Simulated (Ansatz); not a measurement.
**Se: stationary points along a deformation path**

Level of theory: DFT LDA, scalar-relativistic, plane waves, PAW in Ansatz 0.2.0. Settings: plane waves to 420 eV, k-mesh 22×22×22 (Γ-centred), Gaussian smearing 0.15 eV. No spin polarisation. Energies are free energies at this smearing, counted from the undisturbed cell; pressure is positive in compression.

The starting cell (as given, not relaxed at this level; it stands at -3.6 GPa; this bcc form isn't the usual structure):

```yaml
crystal:
  lattice:
    - [-1.70345, 1.70345, 1.70345]
    - [1.70345, -1.70345, 1.70345]
    - [1.70345, 1.70345, -1.70345]
  atoms:
    - { symbol: Se, position: [0.00000, 0.00000, 0.00000] }
```

At fixed volume and fractional coordinates, lengths along (0.000, 0.000, 1.000) are scaled against those across it; ρ is that ratio over its starting value. V = 19.772 Å³/atom. Δσ is the stress along the axis less the mean stress across it (compression positive).

```csv
ρ,ΔE (meV/atom),Δσ (GPa),space group
0.707,98.9,2.44,I4/mmm
0.850,60.1,6.79,I4/mmm
1.000,0.0,0.00,Im-3m
1.200,80.7,-8.10,I4/mmm
1.414,135.3,0.00,Fm-3m
```

Task: How does the stress give the slope of the energy, and where is the energy stationary?

Result: Along the path d ln(length) is 2/3 d ln ρ on the axis and −1/3 d ln ρ across it, so dE/d ln ρ = −(2/3) V Δσ: the energy falls with ρ where Δσ is positive. Δσ vanishes or changes sign at ρ = 1.000 (Im-3m), a minimum at 0.0 meV/atom; at ρ = 1.414 (Fm-3m, an end of the scan), at 135.3 meV/atom. Pairs of stationary points between two samples would go unseen, and could change a minimum read from distant neighbours into a maximum. At ρ = 1.000, 1.414 the cell is cubic, where symmetry alone makes the stress isotropic and the slope zero.

In a metal these slopes depend on the k mesh and the smearing.